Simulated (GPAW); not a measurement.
# BAs (F-43m) in GPAW: further runs, part 2 of 2

GPAW 26.7.0. Earlier steps stand in the parts before.

## Step 4: Single point, B3LYP

Input file run.py:

```python
from ase import Atoms
from ase.dft.bandgap import bandgap
from ase.io import write
from gpaw import GPAW, PW

atoms = Atoms(['As', 'B'],
              cell=[[0.0, 2.3885, 2.3885],
                    [2.3885, 0.0, 2.3885],
                    [2.3885, 2.3885, 0.0]],
              scaled_positions=[[0.75, 0.75, 0.75],
                                [0.0, 0.0, 0.0]],
              pbc=True)

calc = GPAW(mode=PW(600),
            xc='B3LYP',
            kpts={'size': (5, 5, 5), 'gamma': True},
            occupations={'name': 'fermi-dirac', 'width': 0.05},
            nbands=9,
            convergence={'density': 1e-05, 'energy': 1e-05},
            maxiter=60,
            txt='gpaw.txt')
atoms.calc = calc
energy = atoms.get_potential_energy()
calc.write('gs.gpw')
write('result.traj', atoms)
print(f'Energy: {energy:.6f} eV')
print('Fermi level:', round(calc.get_fermi_level(), 4), 'eV')
print(f'Gap: {bandgap(calc)[0]:.4f} eV, direct: {bandgap(calc, direct=True)[0]:.4f} eV')
```

Potentials or basis: GPAW PAW data sets (gpaw-data 1.2.1), pw.

The run is started by

```
> OMP_NUM_THREADS=1 python run.py
```

gpaw.txt:

```text
__  _  _
 | _ |_)|_||  |
 |__||  | ||/\| - 26.7.0

Input parameters:
  mode=PW(ecut=600.0),
  convergence={'density': 1e-05, 'energy': 1e-05},
  kpts=MonkhorstPack(size=(5, 5, 5), gamma=True),
  maxiter=60,
  nbands=9,
  occupations=Occupations(name='fermi-dirac', width=0.05),
  xc=XC(name='B3LYP')

Diagonalizing LCAO Hamiltonian
Converting LCAO to pw mode

                   As

       B

Atoms  # Å, Bohr magnetons
|   | symbol |        x |        y |        z |    initial magnetic moments |
|---|--------|----------|----------|----------|-----------------------------|
| 0 |     As | 3.582750 | 3.582750 | 3.582750 | ( 0.0000,  0.0000,  0.0000) |
| 1 |      B | 0.000000 | 0.000000 | 0.000000 | ( 0.0000,  0.0000,  0.0000) |

Unit cell  # Å
| periodic |        x |        y |        z |  lengths |    angles |
|----------|----------|----------|----------|----------|-----------|
|      yes | 0.000000 | 2.388500 | 2.388500 | 3.377849 | 60.000000 |
|      yes | 2.388500 | 0.000000 | 2.388500 | 3.377849 | 60.000000 |
|      yes | 2.388500 | 2.388500 | 0.000000 | 3.377849 | 60.000000 |

Number of symmetries: 24
Symmetry operations  # r_c * U_cc + t_c -> r_c
|    | kind |            matrix            |
|----|------|------------------------------|
|  0 |  E   |  1, 0, 0,  0, 1, 0,  0, 0, 1 |
|  1 |  σ   |  1, 0, 0,  0, 0, 1,  0, 1, 0 |
|  2 |  σ   |  1, 0,-1,  0, 1,-1,  0, 0,-1 |
[... 147 lines left out ...]
- Maximum integral of absolute [eigenst]ate change: 4e-08 eV^2 / valence electron
maximum number of iterations: 60

IBZ(<points: 10, symmetries: 24>)
Occupied bands: 4
SCF iterations
|iter     | |      energy | eigst |  dens |
|---------|-|-------------|-------|-------|
|iter:   1| | -481.733973 | +0.01 |       |
|iter:   2| |  -22.490682 | -1.23 | -0.70 |
|iter:   3| |  -26.295486 | -0.38 | -0.70 |
|iter:   4| |  -21.495040 | -0.59 | -0.42 |
|iter:   5| |  -21.864277 | -1.47 | -1.21 |
|iter:   6| |  -21.828697 | -2.74 | -1.27 |
|iter:   7| |  -21.825042 | -3.15 | -1.76 |
|iter:   8| |  -21.826817 | -4.29 | -2.75 |
|iter:   9| |  -21.826378 | -5.05 | -2.37 |
|iter:  10| |  -21.826304 | -5.29 | -2.68 |
|iter:  11| |  -21.826312c| -6.06 | -3.21 |
|iter:  12| |  -21.826315c| -7.30 | -4.63 |
|iter:  13| |  -21.826315c| -8.76c| -4.02 |
|iter:  14| |  -21.826315c| -9.89c| -3.94 |
|iter:  15| |  -21.826315c| -9.66c| -3.92 |
|iter:  16| |  -21.826315c| -9.46c| -3.96 |
|iter:  17| |  -21.826315c| -7.95c| -3.90 |
|iter:  18| |  -21.826315c| -8.80c| -4.32 |
|iter:  19| |  -21.826315c| -9.15c| -4.63 |
|iter:  20| |  -21.826315c|-10.06c| -5.42c|

Converged in 20 steps
Energy contributions relative to reference atoms: (reference = -62172.463167)

Energy contributions:
  Kinetic:          22.433423
  Coulomb:         -19.489753
  Zero:             -0.097031
  External:          0.000000
  Xc:              445.132032
  Entropy:          -0.000000
  Spinorbit:         0.000000
  Hybrid_Xc_Cc:      -453.142809
  Hybrid_Xc_Vc:        -3.693913
  Hybrid_Xc_Vv:       -12.968264
  ----------------------------
  Free energy:     -21.826315
  Extrapolated:    -21.826315

dipole moment: (-3.290140, -3.290140, -3.290140)  # |e|*Ang

Fermi level: 8.695
Eigenvalues  # (at kpt = [0.000, 0.000, 0.000])
| band index |      eig [eV] | occ [0-2] |
|------------|---------------|-----------|
|          0 |        -9.056 |     2.000 |
|          1 |         7.545 |     2.000 |
|          2 |         7.545 |     2.000 |
|          3 |         7.545 |     2.000 |
|          4 |        12.168 |     0.000 |
|          5 |        12.168 |     0.000 |
|          6 |        12.168 |     0.000 |
|          7 |        13.769 |     0.000 |
|          8 |        18.955 |     0.000 |

Gap: 2.508 eV
Transition (v -> c):
  (s=0, k=0, n=3, [0.00, 0.00, 0.00]) -> (s=0, k=7, n=4, [0.40, 0.40, 0.00])
Direct/indirect transitions are different
Direct gap: 4.623 eV
Transition at: (s=0, k=0, n=3, [0.00, 0.00, 0.00])
# Writing to gs.gpw (mode='')
```

Run time: 13 min. Hardware: 1 thread of Intel Xeon 6975P-C (Granite Rapids), shared host; peak memory 0.26 GiB.

What came out:

| Item | Value |
| --- | --- |
| Free energy | -21.8263 eV |
| Band gap on the k mesh | 2.51 eV, indirect (least direct gap 4.62 eV) |

Caveat: the k mesh is coarse (spacing up to 0.46 Å⁻¹), so the values aren't converged, least of all with exact exchange; the PAW data sets were made with another functional, which shifts forces and pressure a little; an odd mesh through Γ misses points on the zone boundary, where band edges often lie.

## Step 5: Single point, PBE

Input file run.py:

```python
from ase.dft.bandgap import bandgap
from ase.io import read, write
from ase.units import GPa
from gpaw import GPAW, PW

atoms = read('BAs.cif')

calc = GPAW(mode=PW(800),
            xc='PBE',
            kpts={'size': (5, 5, 5), 'gamma': True},
            occupations={'name': 'fermi-dirac', 'width': 0.05},
            nbands=11,
            convergence={'density': 1e-05, 'energy': 1e-05},
            maxiter=75,
            txt='gpaw.txt')
atoms.calc = calc
energy = atoms.get_potential_energy()
forces = atoms.get_forces()
stress = atoms.get_stress()
calc.write('gs.gpw')
write('result.traj', atoms)
print(f'Energy: {energy:.6f} eV')
print('Forces (eV/A):')
print(forces.round(4))
print('Stress (GPa):', (stress / GPa).round(3))
print('Fermi level:', round(calc.get_fermi_level(), 4), 'eV')
print(f'Gap: {bandgap(calc)[0]:.4f} eV, direct: {bandgap(calc, direct=True)[0]:.4f} eV')
```

Input file BAs.cif:

```cif
data_BAs
_cell_length_a 3.37784909
_cell_length_b 3.37784909
_cell_length_c 3.37784909
_cell_angle_alpha 60.00000000
_cell_angle_beta 60.00000000
_cell_angle_gamma 60.00000000
_space_group_name_H-M_alt 'P1'
_space_group_name_Hall 'P 1'
_space_group_IT_number 1
loop_
_space_group_symop_operation_xyz
'x,y,z'
loop_
_atom_site_label
_atom_site_type_symbol
_atom_site_symmetry_multiplicity
_atom_site_Wyckoff_symbol
_atom_site_fract_x
_atom_site_fract_y
_atom_site_fract_z
_atom_site_occupancy
As1 As 1 a 0.7500000000 0.7500000000 0.7500000000 1
B1 B 1 a 0.0000000000 0.0000000000 0.0000000000 1
```

Potentials or basis: GPAW PAW data sets (gpaw-data 1.2.1), pw.

The run is started by

```
> OMP_NUM_THREADS=1 python run.py
```

gpaw.txt:

```text
__  _  _
 | _ |_)|_||  |
 |__||  | ||/\| - 26.7.0

Input parameters:
  mode=PW(ecut=800.0),
  convergence={'density': 1e-05, 'energy': 1e-05},
  kpts=MonkhorstPack(size=(5, 5, 5), gamma=True),
  maxiter=75,
  nbands=11,
  occupations=Occupations(name='fermi-dirac', width=0.05),
  xc=XC(name='PBE')

Diagonalizing LCAO Hamiltonian
Converting LCAO to pw mode

                     As

       B

Atoms  # Å, Bohr magnetons
|   | symbol |        x |        y |        z |    initial magnetic moments |
|---|--------|----------|----------|----------|-----------------------------|
| 0 |     As | 5.066774 | 2.925303 | 2.068502 | ( 0.0000,  0.0000,  0.0000) |
| 1 |      B | 0.000000 | 0.000000 | 0.000000 | ( 0.0000,  0.0000,  0.0000) |

Unit cell  # Å
| periodic |        x |        y |        z |  lengths |    angles |
|----------|----------|----------|----------|----------|-----------|
|      yes | 3.377849 | 0.000000 | 0.000000 | 3.377849 | 60.000000 |
[... 178 lines left out ...]
  Coulomb:         -17.809906
  Zero:             -0.003237
  External:          0.000000
  Xc:              -13.759921
  Entropy:          -0.000001
  Spinorbit:         0.000000
  ----------------------------
  Free energy:     -11.349409
  Extrapolated:    -11.349409

dipole moment: (-4.579803, -2.644150, -1.869697)  # |e|*Ang

Fermi level: 8.563
Eigenvalues  # (at kpt = [0.000, 0.000, 0.000])
| band index |      eig [eV] | occ [0-2] |
|------------|---------------|-----------|
|          0 |        -7.406 |     2.000 |
|          1 |         7.992 |     2.000 |
|          2 |         7.992 |     2.000 |
|          3 |         7.992 |     2.000 |
|          4 |        11.278 |     0.000 |
|          5 |        11.278 |     0.000 |
|          6 |        11.278 |     0.000 |
|          7 |        12.715 |     0.000 |
|          8 |        17.636 |     0.000 |
|          9 |        21.065 |     0.000 |
|         10 |        21.065 |     0.000 |

Gap: 1.176 eV
Transition (v -> c):
  (s=0, k=0, n=3, [0.00, 0.00, 0.00]) -> (s=0, k=7, n=4, [0.40, 0.40, 0.00])
Direct/indirect transitions are different
Direct gap: 3.286 eV
Transition at: (s=0, k=0, n=3, [0.00, 0.00, 0.00])

Forces  # eV/Ang
|        x |       y |        z |
|----------|---------|----------|
| -0.00000 | 0.00000 |  0.00000 |  # As   0
| -0.00000 | 0.00000 | -0.00000 |  # B    1

Stress tensor  # eV/Ang^3
|         x |         y |         z |
|-----------|-----------|-----------|
| -0.021510 |  0.000000 | -0.000000 |
| -0.000000 | -0.021510 |  0.000000 |
|  0.000000 |  0.000000 | -0.021510 |

# Writing to gs.gpw (mode='')
```

stdout:

```text
Energy: -11.349409 eV
Forces (eV/A):
[[-0.  0.  0.]
 [-0.  0. -0.]]
Stress (GPa): [-3.446 -3.446 -3.446  0.    -0.     0.   ]
Fermi level: 8.5628 eV
Gap: 1.1763 eV, direct: 3.2863 eV
```

It took 2.5 s on 1 thread of AMD EPYC 9R45 (Zen 5), shared host; peak memory 0.14 GiB.

What came out:

| Quantity | Value |
| --- | --- |
| Free energy | -11.3494 eV |
| Pressure | 3.4 GPa |
| Band gap on the k mesh | 1.18 eV, indirect (least direct gap 3.29 eV) |

Caveat: the k mesh is coarse (spacing up to 0.46 Å⁻¹), so the values aren't converged; an odd mesh through Γ misses points on the zone boundary, where band edges often lie.

## Step 6: The runs side by side

```tsv
level	k mesh	cutoff (eV)	maxiter	convergence	other keys	mesh quality	gap on the mesh (eV)	pressure (GPa)
PBE	8 × 8 × 8	600	120	default	-	not flagged	1.20	3.3
B3LYP	5 × 5 × 5	600	60	-	-	coarse	2.51	-
PBE	5 × 5 × 5	800	75	-	several, not listed	coarse	1.18	3.4
```

Alike in all rows: task single point; potentials or basis GPAW PAW data sets (gpaw-data 1.2.1), pw; no spin polarisation; cell as given; smearing fermi-dirac 0.05 eV.

Caveats: some runs use coarse meshes; an odd mesh through Γ misses points on the zone boundary, where band edges often lie (some runs); the cutoff is short for stress and forces, so pressures can be off by a GPa or more (some runs); the PAW data sets were made with another functional, which shifts forces and pressure a little (some runs).

Absolute energies hang on the potentials; compare differences alone.
